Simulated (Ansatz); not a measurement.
Worked example: vertical ionisation energy of C3H6O (propionaldehyde)

C3H6O: 10 atoms, total charge 0, spin state singlet. As SMILES, `CCC=O`. The shape is that of a PBE0-D4/def2-TZVP optimisation. This is one conformer, not always the lowest.

Both states at this one shape; open shells run unrestricted unless said. 1 Eh = 27.2114 eV.

```
                                   level  program  singlet C3H6O (Eh)  doublet C3H6O+ (Eh)  HOMO of the first (eV)
                              HF/cc-pVDZ   Ansatz         -191.965688          -191.649040                  -11.24
PBE-QIDH/cc-pVDZ, 4 core orbitals frozen   Ansatz         -192.850959          -192.487934                   -9.79
```

Q: Work out the vertical ionisation energy at each level.

A: 
1. HF/cc-pVDZ: -191.649040 − (-191.965688) = 0.316648 Eh = 8.62 eV; −ε(HOMO) = 11.24 eV.
2. PBE-QIDH/cc-pVDZ: -192.487934 − (-192.850959) = 0.363025 Eh = 9.88 eV; −ε(HOMO) = 9.79 eV.

No measured value is set beside it here; the levels span 8.62 to 9.88 eV. In Hartree–Fock, −ε(HOMO) (Koopmans) exceeds the difference of totals by the orbital relaxation of the ion. Hartree–Fock favours the state with fewer electron pairs, since it lacks pair correlation.
